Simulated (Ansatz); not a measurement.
# SnO2: the cost of one run

Computed with Ansatz 0.2.0 (DFT r2SCAN, scalar-relativistic, plane waves, PAW, unless a step's input says otherwise).

1 further run of the same task is left out (set aside as unsound or not needed).

### 1 Starting point

It takes space group P4_2/mnm (No. 136, tetragonal). Conventional cell: a = 4.760 Å, b = 4.760 Å, c = 3.201 Å, α = 90.00°, β = 90.00°, γ = 90.00°. Sn (site symmetry mmm) has 6 O at 2.06 to 2.07 Å in its first shell of neighbours. O (site symmetry m2m) is surrounded by 3 Sn at 2.06 to 2.07 Å.

As a file:

```
CELL_PARAMETERS angstrom
4.76022 0.00000 0.00000
0.00000 4.76022 0.00000
0.00000 0.00000 3.20057
ATOMIC_POSITIONS crystal
Sn 0.00000 0.00000 0.00000
Sn 0.50000 0.50000 0.50000
O 0.30589 0.30589 0.00000
O 0.19411 0.80589 0.50000
O 0.69411 0.69411 0.00000
O 0.80589 0.19411 0.50000
```

It is the result of an earlier relaxation at this level (volume 12.09 Å³/atom; gap on the mesh: 1.77 eV).

### 2 Zero of energy

The reference gives a free energy of -14352.4280 eV, pressure -0.01 GPa, largest force 0.002 eV/Å and gap on the mesh 1.77 eV. It was computed beforehand with the settings of the runs below.

### 3 Breaking the symmetry

All atoms moved at random, sigma 0.05 Å a component. Displacements in the unstrained cell, with the mean shift removed:

| atom | ux (Å) | uy (Å) | uz (Å) |
| --- | --- | --- | --- |
| Sn1 | 0.051 | 0.066 | 0.099 |
| Sn2 | -0.020 | 0.042 | -0.020 |
| O3 | -0.006 | -0.023 | -0.019 |
| O4 | -0.010 | -0.004 | 0.039 |
| O5 | -0.035 | -0.046 | -0.003 |
| O6 | 0.021 | -0.036 | -0.096 |

### 4 The disturbed cell, one point

input.yaml reads:

```yaml
crystal:
  lattice:
    - [4.7602164759, 0.0, 0.0]
    - [0.0, 4.7602164759, 0.0]
    - [0.0, 0.0, 3.2005650981]
  atoms:
    - { symbol: Sn, position: [0.0107725377, 0.0139602842, 0.0309645144] }
    - { symbol: Sn, position: [0.4957210976, 0.5088914411, 0.4937880031] }
    - { symbol: O, position: [0.3045437148, 0.300999244, -0.0059249139] }
    - { symbol: O, position: [0.1919159578, 0.8051361208, 0.5121734283] }
    - { symbol: O, position: [0.6867530395, 0.6843689952, -0.0010190214] }
    - { symbol: O, position: [0.8102936525, 0.1866439147, 0.4700179894] }
basis:
  ecutwfc: 500
kpoints:
  mp_grid: { grid: [6, 6, 8] }
hamiltonian:
  xc: r2scan
scf:
  occupations: { method: gaussian, width: 0.05 }
output:
  forces: true
  stress: true
  eigenvalues: true
```

Started as:

```console
$ ansatz run input.yaml --threads 2 --pin off --max-ram 5120MiB --backend cpu --events-out ev --progress --plain --runs-dir out
```

**Question.** How long does this run take on 2 threads of Intel Xeon 6975P-C (Granite Rapids), shared host, and how much memory does it need?

About 15 s, with a peak of 0.7 GiB.
